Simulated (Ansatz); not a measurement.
## Be: from a first guess to the relaxed sc type

First guess:

```
CELL_PARAMETERS angstrom
2.23228 0.00000 0.00000
0.00000 2.23228 0.00000
0.00000 0.00000 2.23228
ATOMIC_POSITIONS crystal
Be 0.00000 0.00000 0.00000
```

Computed with DFT, PBE, PAW with Ansatz's default frozen-core files, scalar-relativistic in Ansatz 0.2.0.

Cell and atoms relax within the symmetry of the start on a 15×15×15 k mesh with 0.05 eV Fermi–Dirac smearing.

The start is built from a prototype, known or not as a phase of this compound; the cutoff is 420 eV.

(1) What is the pressure of the first guess?

(2) What does it relax to?

(3) How much energy does the relaxation release?

Results:

(1) -5.32 GPa.

(2) a = 2.173 Å, b = 2.173 Å, c = 2.173 Å, α = 90.00°, β = 90.00°, γ = 90.00° (conventional cell), 10.26 Å³ per atom:
Space group Pm-3m (No. 221). a = 2.173 Å, b = 2.173 Å, c = 2.173 Å, α = 90.00°, β = 90.00°, γ = 90.00°
```
atom  site  symmetry       x       y       z
  Be    1a      m-3m  0.0000  0.0000  0.0000
```

(3) 15 meV/atom.
